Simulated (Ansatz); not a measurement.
GeO2 with two functionals, isotropic strain −5.42 %

The parent structure is GeO$_{2}$ in the rutile structure (space group P4_2/mnm, No. 136; a = 4.4875 Å, c = 2.9050 Å).

(Cell as relaxed with PBE.)

Levels (all Ansatz, a first-principles code, PAW): PBE (420 eV, without spin-orbit coupling); PBEsol (420 eV, without spin-orbit coupling).

Each level relaxes its own structure.

```
base                     PBE   PBEsol
-------------------  -------  -------
volume per atom      9.75 Å³  9.43 Å³
lattice parameter a  4.488 Å  4.428 Å
band gap             1.23 eV  1.57 eV
```

One thing is altered: the cell is scaled by 0.9458 in all directions; the atoms relax in the strained cell.

| quantity | PBE | PBEsol |
|---|---|---|
| hole mass | 1.5 mₑ along c, 1.1 mₑ across (at Γ) | ? |
| energy relative to the base (free energy F) | +0.212 eV/atom | ? |
| shift of the gap caused by the change | +2.32 eV | ? |
| valence-band top at Γ (three highest levels, from the VBM) | 0.00, -0.96, -0.96 eV | ? |

What does PBEsol give?


- hole mass, PBEsol: 1.4 mₑ along c, 1.0 mₑ across (at Γ)
- energy relative to the base (free energy F), PBEsol: +0.228 eV/atom
- shift of the gap caused by the change, PBEsol: +2.45 eV
- valence-band top at Γ (three highest levels, from the VBM), PBEsol: 0.00, -1.00, -1.00 eV

PBE's energy relative to the base lies 0.0157 eV/atom below PBEsol's; PBE's shift of the gap caused by the change lies 0.135 eV below PBEsol's. Neither level is exact; PBEsol is the comparison here, not a measurement.

Masses are band curvatures over ±0.01 Å⁻¹ around the edge. Stability against distortions was not tested.
